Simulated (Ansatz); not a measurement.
# What a change of settings does to a run on TiC

The cell was built from the zincblende type and relaxed in the same program, and has space group F-43m; it needn't be a known or the stable phase.

First run: DFT, r2SCAN, PAW with Ansatz's default frozen-core files, scalar-relativistic (Ansatz 0.2.0).

Command: `ansatz run input.yaml --threads 1 --pin off --max-ram 2048MiB --backend cpu --events-out ev --progress --plain --runs-dir out` The run took about 5 s on 1 thread of a shared machine.

```yaml
crystal:
  lattice:
    - [0.0, 2.3641273732, 2.3641273732]
    - [2.3641273732, 0.0, 2.3641273732]
    - [2.3641273732, 2.3641273732, 0.0]
  atoms:
    - { symbol: Ti, position: [0.0, 0.0, 0.0] }
    - { symbol: C, position: [0.25, 0.25, 0.25] }
kpoints:
  mp_grid: { grid: [15, 15, 15] }
  band_path:
    path:
      - [0.0, 0.0, 0.0]
      - [-0.5, -0.5, 0.0]
      - [-0.375, -0.375, 0.25]
      - [-0.375, 0.0, 0.375]
      - [0.0, 0.0, 0.0]
      - [0.0, 0.0, 0.5]
      - [-0.5, -0.25, 0.25]
      - [-0.5, -0.5, 0.0]
    npoints: 5
scf:
  occupations: { method: fermi_dirac, width: 0.05 }
hamiltonian:
  xc: r2scan
  pseudopotentials: { kind: paw }
output:
  forces: true
  stress: true
  eigenvalues: true
  efg: { contact_densities: true }
```

Result: converged; pressure -1.14 GPa; gap on the k mesh 0.82 eV (the mesh can miss the band edges); 8 SCF iterations.

The input is then changed:

```diff
@@ -7,4 +7,5 @@
     - { symbol: Ti, position: [0.0, 0.0, 0.0] }
     - { symbol: C, position: [0.25, 0.25, 0.25] }
+  symmetry: { detect: false }
 kpoints:
   mp_grid: { grid: [15, 15, 15] }
@@ -23,5 +24,5 @@
   occupations: { method: fermi_dirac, width: 0.05 }
 hamiltonian:
-  xc: r2scan
+  xc: pbesol
   pseudopotentials: { kind: paw }
 output:
@@ -30,3 +31,7 @@
   eigenvalues: true
   efg: { contact_densities: true }
+  write_density: true
+  write_potential: true
+  elf: true
+  volumetric_format: npy
```

(1) What does the second run give?

Results:

(1) It converged; pressure -4.55 GPa; gap on the k mesh 0.52 eV (the mesh can miss the band edges); 6 SCF iterations.
